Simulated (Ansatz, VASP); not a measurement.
# Mo: VASP beside Ansatz

```
Mo
1.0
    -1.58765    1.58765    1.58765
     1.58765   -1.58765    1.58765
     1.58765    1.58765   -1.58765
Mo
1
Direct
  0.00000 0.00000 0.00000
```

Alike in both runs: functional RPBE; k mesh 16 × 16 × 16; occupations fermi-dirac, width 0.15 eV; no spin polarisation.

Ansatz relaxed the structure, and its values are those at the end. VASP's run is a single point on that final structure, the one shown.

|  | VASP | Ansatz |
| --- | --- | --- |
| version | VASP 6.6.1 | Ansatz 0.2.0 |
| potentials or method | VASP PAW PBE potentials, release 64 (Mo_sv) | scalar-relativistic, plane waves, PAW |
| plane-wave cutoff (eV) | 520 | 420 |
| valence electrons in the cell | 14 | 14 |

Ansatz gave:

```
gap on the k mesh at the Fermi level (eV) : none
pressure (GPa)                            : 0.0
```

Question: Which values does VASP return?

Answer: gap on the k mesh at the Fermi level (eV): none; pressure (GPa): 0.5.

A gap of «none» marks a metal or a gap that the smearing closes. With one functional, cell and mesh, what is left measures potentials, basis and numerics.

Caveats: the PAW data sets were made with another functional, which shifts forces and pressure a little (VASP).
